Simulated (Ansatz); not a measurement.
**Pressure against volume: CdS**

```cif
data_structure
_symmetry_space_group_name_H-M 'P6_3mc'
_symmetry_Int_Tables_number 186
_cell_length_a 4.1348
_cell_length_b 4.1348
_cell_length_c 6.7490
_cell_angle_alpha 90.000
_cell_angle_beta 90.000
_cell_angle_gamma 120.000
_cell_volume 99.93
loop_
_atom_site_label
_atom_site_type_symbol
_atom_site_symmetry_multiplicity
_atom_site_Wyckoff_symbol
_atom_site_fract_x
_atom_site_fract_y
_atom_site_fract_z
_atom_site_occupancy
Cd1 Cd 2 b 0.33333 0.66667 0.00000 1
S1 S 2 b 0.33333 0.66667 0.38500 1
```

The runs use the primitive cell with vectors (4.135, 0.000, 0.000), (-2.067, 3.581, 0.000), (0.000, 0.000, 6.749) Å, to which the k mesh refers.

The cell is COD entry 9008862, as deposited and not checked against the literature; nothing was relaxed. It differs from other determinations.

All numbers are computed: DFT, PBEsol, all-electron LAPW, scalar-relativistic (Ansatz 0.2.0); DFT, PBEsol, PAW with Ansatz's default frozen-core files, scalar-relativistic (Ansatz 0.2.0).

For LAPW: a Γ-centred 7×7×4 k mesh, Fermi–Dirac smearing of 0.01 eV, basis error target 1 meV/atom, no spin polarisation. PAW takes a cutoff of 420 eV at this cell (files made with PBE, cores remade for this functional). The Ansatz runs share mesh, smearing and spin set-up. Plane-wave (PAW) pressures include the program's estimate of the Pulay term.

The cell above is scaled evenly, with fractional coordinates and shape held.

```json
{"V/V(cell)": "0.9400", "V (Å³/atom)": "23.483", "P, LAPW (GPa)": "3.65", "P, PAW (GPa)": "3.62", "gap on the k mesh, LAPW (eV)": "1.22"}
{"V/V(cell)": "0.9600", "V (Å³/atom)": "23.982", "P, LAPW (GPa)": "2.10", "P, PAW (GPa)": "2.07", "gap on the k mesh, LAPW (eV)": "1.17"}
{"V/V(cell)": "0.9800", "V (Å³/atom)": "24.482", "P, LAPW (GPa)": "0.71", "P, PAW (GPa)": "0.68", "gap on the k mesh, LAPW (eV)": "1.13"}
{"V/V(cell)": "0.9900", "V (Å³/atom)": "24.732", "P, LAPW (GPa)": "0.07", "P, PAW (GPa)": "0.04", "gap on the k mesh, LAPW (eV)": "1.11"}
{"V/V(cell)": "1.0000", "V (Å³/atom)": "24.982", "P, LAPW (GPa)": "-0.53", "P, PAW (GPa)": "-0.56", "gap on the k mesh, LAPW (eV)": "1.09"}
{"V/V(cell)": "1.0100", "V (Å³/atom)": "25.231", "P, LAPW (GPa)": "-1.10", "P, PAW (GPa)": "-1.13", "gap on the k mesh, LAPW (eV)": "1.07"}
{"V/V(cell)": "1.0200", "V (Å³/atom)": "25.481", "P, LAPW (GPa)": "-1.64", "P, PAW (GPa)": "-1.66", "gap on the k mesh, LAPW (eV)": "1.05"}
{"V/V(cell)": "1.0400", "V (Å³/atom)": "25.981", "P, LAPW (GPa)": "-2.63", "P, PAW (GPa)": "-2.65", "gap on the k mesh, LAPW (eV)": "1.00"}
{"V/V(cell)": "1.0600", "V (Å³/atom)": "26.480", "P, LAPW (GPa)": "-3.51", "P, PAW (GPa)": "-3.53", "gap on the k mesh, LAPW (eV)": "0.96"}
```

What do Birch–Murnaghan fits to the pressures give?

LAPW: V0 = 24.76 Å³/atom, B0 = 61 GPa, B0′ = 4.6; PAW: V0 = 24.75 Å³/atom, B0 = 61 GPa, B0′ = 4.6.

PAW's V0 lies -0.04 % from the all-electron value and its B0 0.1 %. With shape and internal coordinates held, B0 is an upper bound to the relaxed modulus.
